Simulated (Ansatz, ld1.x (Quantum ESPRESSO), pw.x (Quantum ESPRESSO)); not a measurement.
From atom to crystal: TM potential for hydrogen

ld1.x (Quantum ESPRESSO) 7.5 input, shortened:

```
&input
   title='H', zed=1., rel=1, dft='PBE', iswitch=3,
   config='1s1 2p-2'
 /
 &inputp
   pseudotype=2, tm=.true., lloc=0,
   nlcc=.false.
 /
2
2P  2  1  -2.00   0.35  1.35  1.35  0.0
1S  1  0   1.00   0.00  1.35  1.35  0.0
 &test
   configts(1)='1s1'
 /
```

Atomic tests: cutoffs needed: 18 Ry and 35 Ry (the cutoffs (Ry, on a coarse ladder) from which the occupation-weighted sum of valence levels, in a spherical-Bessel basis at the reference potential, stays within 10 and 1 mRy of its value at 400 Ry); ghost test: no extra level below or beside the all-electron valence levels (p, s, d, f tested) (spherical-Bessel basis up to 400 Ry, 20 bohr box).

Crystal test: fcc H in pw.x 7.5, no spin, 18³ k-points, Fermi–Dirac smearing 0.01 Ry, cutoffs 45/180 Ry. The reference is all-electron LAPW (Ansatz 0.2.0) with the same functional, mesh and smearing; V0 and B0 come from Birch–Murnaghan fits to the pressures at five volumes. Errors are pseudo minus all-electron; Δ is the rms difference of the E(V) curves that follow from these fits, minima aligned, over ±6 % about the mean V0. Mesh and smearing are coarse, so the numbers serve the comparison and aren't converged zero-temperature values; the lattice is a test structure that the element need not adopt.

| V (Å³/atom) | P all-electron (GPa) | P pseudo (GPa) |
| --- | --- | --- |
| 2.826 | 5.78 | 7.00 |
| 2.901 | 2.63 | 3.76 |
| 2.975 | -0.20 | 0.85 |
| 3.049 | -2.74 | -1.76 |
| 3.124 | -5.03 | -4.11 |

All-electron: a0 = 2.282 Å (V0 = 2.97 Å³/atom), B0 = 107.9 GPa.

Pseudopotential: mean pressure error (GPa): +1.06; a0 (Å): 2.289; a0 error (%): +0.32; B0 error (%): -0.4; Δ (meV/atom): 0.7.

Problem. At the middle volume, how do free energy and pressure move when the wave cutoff is lowered (ecutrho kept at four times it)?

Solution.

| cutoff (Ry) | shift of F (meV/atom) | shift of P (GPa) |
| --- | --- | --- |
| 20 | +98.5 | -11.25 |
| 27 | +21.5 | -4.07 |
| 36 | +1.6 | -0.67 |

The run at the middle volume (195 k-points, 3 iterations) took about 1.1 s on one core of a shared host (Neoverse-V1, 32 threads, 247 GiB, load 34).
